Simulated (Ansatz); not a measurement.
## Stress against strain in Ga

```yaml
crystal:
  lattice:
    - [1.45000, -4.06500, 0.00000]
    - [1.45000, 4.06500, 0.00000]
    - [0.00000, 0.00000, 3.17000]
  atoms:
    - { symbol: Ga, position: [0.86700, 0.13300, 0.25000] }
    - { symbol: Ga, position: [0.13300, 0.86700, 0.75000] }
```

Atoms are numbered in the order listed.

Conventional cell: a = 2.900 Å, b = 8.130 Å, c = 3.170 Å, α = 90.00°, β = 90.00°, γ = 90.00°. Around Ga (atom 1) lie 8 Ga at 2.68 to 2.90 Å.

The structure is an experimental refinement, used without relaxation.

The calculation used Ansatz 0.2.0, DFT, PBE, all-electron LAPW, scalar-relativistic.

Numerical set-up: a Γ-centred 12×12×10 k mesh, Fermi–Dirac smearing of 0.08 eV, basis error target 1 meV/atom, no spin polarisation.

The strain is applied along the Cartesian axes of the cell as listed (the other components stay zero). Fractional coordinates are held (clamped ions).

σ is the change of stress from the unstrained cell, which is at 1.65 GPa; tension is positive, so slopes are stress–strain coefficients at that pressure. In a metal the k mesh adds noise.

Only quantities that a quadratic follows smoothly over the whole series are listed; rougher ones are left out.

```tsv
εxx = εyy	σzz (GPa)	σxx (GPa)
-0.0300	-3.80	-3.66
-0.0200	-2.51	-2.23
-0.0100	-1.18	-1.05
0.0000	0.00	0.00
0.0100	0.95	0.98
0.0300	2.92	2.29
```

(1) Fit the series and read off the stiffness at zero strain.

(2) One run, at εxx = εyy = 0.0200, is withheld. Predict its row.

Results:

(1) Least-squares fits y = p0 + p1 x + p2 x² to the rows give σzz (GPa): p1 = 112, p2 = -440; σxx (GPa): p1 = 99.1, p2 = -790. So C13 + C23 = 112 GPa and C11 + C12 = 99 GPa, for these axes.

(2) The fits give 2.01, 1.70; the run gave 1.89, 1.75.
